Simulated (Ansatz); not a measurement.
SiC (zincblende), relaxed with r2SCAN in the PAW code Ansatz. Space group F-43m (No. 216), cubic; conventional cell a = 4.356 Å, 10.33 Å³ an atom. Around Si lie 4 C at 1.89 Å; around C lie 4 Si at 1.89 Å.

The axes x, y and z are those of this cell:
```xyz
2
Lattice="0.0000 2.1781 2.1781 2.1781 0.0000 2.1781 2.1781 2.1781 0.0000" Properties=species:S:1:pos:R:3 pbc="T T T"
Si    0.0000    0.0000    0.0000
C     1.0890    1.0890    1.0890
```

Unstrained: PBE gives an indirect gap of 1.358 eV, from Γ to X; the least direct gap is 4.547 eV at X. With r2SCAN the valence top lies at Γ and the conduction bottom at X, 1.713 eV higher; the smallest vertical gap, at X, is 5.048 eV. The HSE06 gap is indirect, 2.227 eV (Γ to X), below the direct gap of 5.720 eV at X. Meshes: PBE 10×10×10, r2SCAN 10×10×10, HSE06 8×8×8. Strains are changes of length per length. After each strain the atoms were relaxed again with r2SCAN within the symmetry that the strain leaves, so tilts or polar shifts that break it weren't tested; points keep the names that they have in the unstrained zone. No spin polarisation and no zero-point or thermal motion.

Question: Apply uniaxial -1.61 % along x, other directions held. How far does the gap move, against the unstrained cell?

Answer: PBE: the gap goes from 1.358 to 1.173 eV (-0.185 eV); with r2SCAN the top three valence levels at Γ, degenerate before, become 1+2 from the top over 112 meV. r2SCAN: the gap goes from 1.713 to 1.525 eV (-0.188 eV). HSE06: the gap goes from 2.227 to 2.040 eV (-0.187 eV). The r2SCAN energy rises by 3.5 meV an atom.

Question: Apply biaxial +1.54 % in x and y, z held. How far does the gap move, against the unstrained cell?

Answer: PBE: the gap goes from 1.358 to 1.229 eV (-0.129 eV); with r2SCAN the top three valence levels at Γ, degenerate before, become 1+2 from the top over 104 meV. r2SCAN: the gap goes from 1.713 to 1.570 eV (-0.143 eV). HSE06: the gap goes from 2.227 to 2.082 eV (-0.145 eV). The r2SCAN energy rises by 8.1 meV an atom.

Question: For epitaxial -2.22 % in the plane normal to [111], how far does the free direction move, and what happens to the gap?

Answer: The normal strain at zero normal stress is +0.45 %, 0.20 of the in-plane strain with the sign turned. PBE: the gap goes from 1.358 to 1.202 eV (-0.156 eV); with r2SCAN the top three valence levels at Γ, degenerate before, become 2+1 from the top over 305 meV. r2SCAN: the gap goes from 1.713 to 1.563 eV (-0.150 eV). HSE06: the gap goes from 2.227 to 2.083 eV (-0.144 eV).

The meshes of the hybrids are coarse, so their gaps aren't converged to the digits shown.

The splittings at Γ are without spin-orbit coupling, which regroups them where it is of like size or larger.
